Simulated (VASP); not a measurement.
Wanted: the native input for a VASP 6.6.1 run.

| Quantity | Value |
| --- | --- |
| Task | single point |
| Functional | PBE |
| Potentials or basis | VASP PAW PBE potentials, release 64 (Sb) |
| Cutoff | 520 eV |
| k mesh | 11 × 11 × 7 |
| Occupations | fermi-dirac, width 0.05 eV |
| Spin | no spin polarisation |
| Dipole correction | no |
| Further INCAR settings | ALGO = Fast; EDIFF = 1e-07; NBANDS = 12 |

The structure of Sb lies in POSCAR:

```
Sb
1.0
    3.4369437153      0.0000000000      0.0000000000
   -1.7184718576      2.9764805688      0.0000000000
    0.0000000000      0.0000000000      5.3567633375
Sb
2
Direct
    0.3333333333      0.6666666667      0.2500000000
    0.6666666667      0.3333333333      0.7500000000
```

This isn't the form of Sb at room conditions, which is rhombohedral.

The cell isn't the ideal one: cell and atoms relaxed from 0.97 times the given volume.

The input as run:

INCAR

```
PREC = Accurate
ENCUT = 520
EDIFF = 1E-7
ISMEAR = -1
SIGMA = 0.05
LREAL = F
LASPH = T
NELM = 100
ALGO = Fast
ISIF = 2
LWAVE = F
LCHARG = T
GGA = PE
LELF = T
LVHAR = T
NBANDS = 12
```

KPOINTS

```
regular mesh
0
Gamma
  11 11 7
```

Potentials or basis: VASP PAW PBE potentials, release 64 (Sb).

Run with:

```sh
$ cat potpaw_PBE.64/Sb/POTCAR > POTCAR
$ mpirun -np 1 vasp_std > vasp.out
```

Results of the run:

* Pressure: -0.2 GPa
* Band gap on the k mesh: none (metal or under the smearing width)

Wall time 41 s on 1 thread of Intel(R) Xeon(R) Platinum 8488C (Sapphire Rapids) (shared host), peak memory 0.19 GiB.
